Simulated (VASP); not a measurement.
Crystal: TiS2.

```
CELL_PARAMETERS angstrom
3.41200 0.00000 0.00000
-1.70600 2.95488 0.00000
0.00000 0.00000 5.69500
ATOMIC_POSITIONS crystal
Ti 0.00000 0.00000 0.00000
S 0.33333 0.66667 0.25000
S 0.66667 0.33333 0.75000
```

* Program: VASP 6.6.1
* Task: relaxation of cell and atoms
* Functional: PBE
* Dispersion: D3(BJ)
* Potentials or basis: VASP PAW PBE potentials, release 64 (Ti_sv, S)
* Cutoff: 600 eV
* k mesh: 12 × 12 × 7
* Occupations: methfessel-paxton, width 0.1 eV
* Spin: no spin polarisation

At the start: pressure -2.9 GPa; volume 19.14 Å³/atom.

Task: How do energy, volume and symmetry change on relaxing?

Result: Over 15 steps the energy falls by 8.8 meV/atom and the volume is 17.98 Å³/atom (-6.0 %); space group P-3m1 (No. 164, to 0.05 Å).

The path:
```csv
step,energy change (eV),largest force (eV/Å),pressure (GPa),volume (Å³)
1,0.0000,0.1233,-2.93,57.42
2,-0.0037,0.5324,2.64,54.55
3,-0.0154,0.2172,-0.09,55.86
4,-0.0193,0.1409,-0.11,55.53
5,-0.0210,0.0305,-0.11,55.08
6,-0.0210,0.0440,-0.07,55.13
7,-0.0225,0.0354,-0.13,54.96
8,-0.0256,0.0056,-0.20,54.43
9,-0.0238,0.0691,-0.17,53.36
10,-0.0264,0.0099,-0.10,54.08
11,-0.0264,0.0118,-0.16,54.05
12,-0.0259,0.0375,-0.16,53.71
13,-0.0264,0.0131,-0.13,54.02
14,-0.0261,0.0621,0.48,53.71
15,-0.0265,0.0034,0.01,53.95
```

Final structure:
```xyz
3
Lattice="3.3585 0.0000 0.0000 -1.6792 2.9085 0.0000 0.0000 0.0000 5.5231" Properties=species:S:1:pos:R:3 pbc="T T T"
Ti    0.0000    0.0000    0.0000
S     0.0000    1.9390    1.4292
S     1.6792    0.9695    4.0939
```

Caveat: pairwise dispersion overbinds metals, which lowers pressure and volume.
